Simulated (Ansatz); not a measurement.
BAs: experiment and calculation

**Measured values to compare with.**

From “Thermal expansion coefficients of high thermal conducting BAs and BP materials”, 2019, arxiv:1906.04101, for a bulk crystal of BAs at 300 K: lattice constant a 4.7766 ± 0.0014 Å.

From “Basic Physical Properties of Cubic Boron Arsenide”, 2019, arxiv:1911.11281, for a bulk crystal of BAs: band gap 1.82 eV (indirect) at 300 K; bulk modulus 148 GPa.

The results are compared with them further down.

Method: DFT PBE, scalar-relativistic, plane waves, PAW (Ansatz).

Settings: cutoff 420 eV, Γ-centred mesh 10×10×10 on the computed 2-atom cell, Gaussian smearing of 0.02 eV; no spin polarisation.

Relaxed structure, symmetry kept:

Space group F-43m (No. 216). a = 4.809 Å, b = 4.809 Å, c = 4.809 Å, α = 90.00°, β = 90.00°, γ = 90.00°
```
atom site symmetry x y z
   B    4a      -43m  0.0000  0.0000  0.0000
  As    4d      -43m  0.2500  0.2500  0.7500
```

```
Space group                                                                                                                                 : F-43m (No. 216)
Volume per atom                                                                                                                             : 13.90 Å³
Formation energy from the elements' standard states (uncorrected)                                                                           : -0.027 eV/atom
Kohn–Sham band gap                                                                                                                          : 1.20 eV, indirect from Γ to (0.000, 0.398, 0.398)
Löwdin character of the top 1 eV of the valence band                                                                                        : B 2p 52 %, As 4p 45 %
Löwdin character of the lowest 1 eV of the conduction band                                                                                  : B 2p 34 %, As 4p 22 %, B 2s 19 %, As 4s 12 %, unprojected 12 %
Electron masses at the edge by Cartesian direction of the standard setting (m_e; degenerate bands sorted by energy; no spin-orbit coupling) : x: 1.1; y: 0.22; z: 0.22
Hole masses at the edge by Cartesian direction of the standard setting (m_e; degenerate bands sorted by energy; no spin-orbit coupling)     : x: 0.24, 0.24, 0.21; y: 0.24, 0.24, 0.21; z: 0.24, 0.24, 0.21
Bulk modulus                                                                                                                                : 131 GPa
Its pressure derivative                                                                                                                     : 4.1
Bader charges (e)                                                                                                                           : B (1 in the cell) 0.12, As (1 in the cell) -0.12
```

Measured lattice constant a of BAs: 4.7766 Å (300 K; the paper above). This calculation gives 4.809 Å (+0.7 %). 4 values of this kind are on record (4.7741 to 4.7776 Å); this one was drawn at random among those near their median, those with a stated uncertainty first. The calculation is for 0 K without zero-point motion. Against the measured band gap of BAs, 1.82 eV (indirect; 300 K; the paper above), the calculated 1.20 eV is off by -0.62 eV. Kohn–Sham gaps of semilocal functionals fall short of measured ones as a rule; spin-orbit coupling, left out here, would usually lower the calculated gap of a compound with heavy elements. A measured bulk modulus of BAs is 148 GPa (quoted in the paper above); the calculated 131 GPa misses it by -11.2 %.